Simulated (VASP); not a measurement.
A run of VASP 6.6.1:

The input INCAR:

```
PREC     = Accurate       # precision mode
ENCUT    = 520            # plane-wave cutoff, eV
EDIFF    = 1E-7           # SCF threshold, eV
ISMEAR   = 0              # smearing method
SIGMA    = 0.05           # smearing width, eV
LREAL    = Auto         
LASPH    = T              # aspherical terms in the spheres
NELM     = 100            # most SCF steps
ALGO     = Fast           # electronic algorithm
ISIF     = 2              # what is computed and relaxed
LWAVE    = F              # write WAVECAR
LCHARG   = F              # write CHGCAR
GGA      = PE             # functional
NBANDS   = 66             # bands
```

The input KPOINTS:

```
regular mesh
0
Gamma
  12 12 1
```

POSCAR

```
BP
1.0
    3.2161364976      0.0000000000      0.0000000000
   -1.6080682488      2.7852559090      0.0000000000
    0.0000000000      0.0000000000     31.5115734490
P B
12 12
Direct
    0.6666666667      0.3333333333      0.0521666667
    0.0000000000      0.0000000000      0.1355000000
    0.6666666667      0.3333333333      0.3021666667
    0.3333333333      0.6666666667      0.2188333333
    0.0000000000      0.0000000000      0.3855000000
    0.3333333333      0.6666666667      0.4688333333
    0.6666666667      0.3333333333      0.9478333333
    0.0000000000      0.0000000000      0.8645000000
    0.6666666667      0.3333333333      0.6978333333
    0.3333333333      0.6666666667      0.7811666667
    0.0000000000      0.0000000000      0.6145000000
    0.3333333333      0.6666666667      0.5311666667
    0.3333333333      0.6666666667      0.0313333333
    0.6666666667      0.3333333333      0.1146666667
    0.0000000000      0.0000000000      0.1980000000
    0.3333333333      0.6666666667      0.2813333333
    0.6666666667      0.3333333333      0.3646666667
    0.0000000000      0.0000000000      0.4480000000
    0.3333333333      0.6666666667      0.9686666667
    0.6666666667      0.3333333333      0.8853333333
    0.0000000000      0.0000000000      0.8020000000
    0.3333333333      0.6666666667      0.7186666667
    0.6666666667      0.3333333333      0.6353333333
    0.0000000000      0.0000000000      0.5520000000
```

Potentials or basis: VASP PAW PBE potentials, release 64 (P, B).

The run is started by

```bash
$ cat potpaw_PBE.64/P/POTCAR potpaw_PBE.64/B/POTCAR > POTCAR
$ mpirun -np 1 vasp_std > vasp.out
```

Hardware: 1 thread of Intel(R) Xeon(R) Platinum 8488C (Sapphire Rapids), with other jobs on the host.

Estimate the wall time of this run.

Run time: 12 min on 1 thread of Intel(R) Xeon(R) Platinum 8488C (Sapphire Rapids), with other jobs on the host, peak memory 0.47 GiB. Counts: scf iterations 22, k points 19.
